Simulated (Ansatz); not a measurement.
**Si: relaxation of cell and atoms with PBEsol**

The system is Si.

```
Si
1.0
     3.83132    0.00000    0.00000
    -1.91566    3.31802    0.00000
     0.00000    0.00000    6.33262
Si
4
Direct
  0.66667 0.33333 0.93699
  0.33333 0.66667 0.43699
  0.66667 0.33333 0.56301
  0.33333 0.66667 0.06301
```

This isn't the form of Si at room conditions, which is diamond.

* Program: Ansatz 0.2.0
* Task: relaxation of cell and atoms
* Functional: PBEsol
* Potentials or basis: all-electron LAPW, scalar-relativistic
* Basis error allowed: 0.002 eV/atom
* k mesh: 8 × 8 × 4
* Occupations: fermi-dirac, width 0.05 eV
* Spin: no spin polarisation
* Target pressure: 10 GPa

```yaml
Relaxed_volume: 18.32 Å³/atom
Relaxed_cell: a = 3.711 Å, b = 3.711 Å, c = 6.145 Å, α = 90.00°, β = 90.00°, γ = 120.00°
Space_group_after_relaxing_to_0.05_Å: P6_3/mmc (No. 194)
Energy_change_on_relaxing_the_enthalpy_is_what_falls: +49.2 meV/atom
Ionic_steps: 5
Pressure_after_relaxing: 10.0 GPa
```

The path:
| step | energy change (eV) | largest force (eV/Å) | volume (Å³) |
| --- | --- | --- | --- |
| 1 | 0.0000 | 0.0095 | 80.50 |
| 2 | 0.1770 | 0.0100 | 73.60 |
| 3 | 0.1994 | 0.0011 | 73.23 |
| 4 | 0.1966 | 0.0002 | 73.28 |
| 5 | 0.1966 | 0.0002 | 73.28 |

Final structure:
```
Si
1.0
     3.71075    0.00000    0.00000
    -1.85537    3.21360    0.00000
     0.00000    0.00000    6.14498
Si
4
Cartesian
  1.8554 1.0712 5.7557
  0.0000 2.1424 2.6832
  1.8554 1.0712 3.4618
  0.0000 2.1424 0.3893
```

It took 10 s on 2 threads of Intel(R) Xeon(R) Platinum 8488C (Sapphire Rapids), with other jobs on the host, peak memory 0.35 GiB.
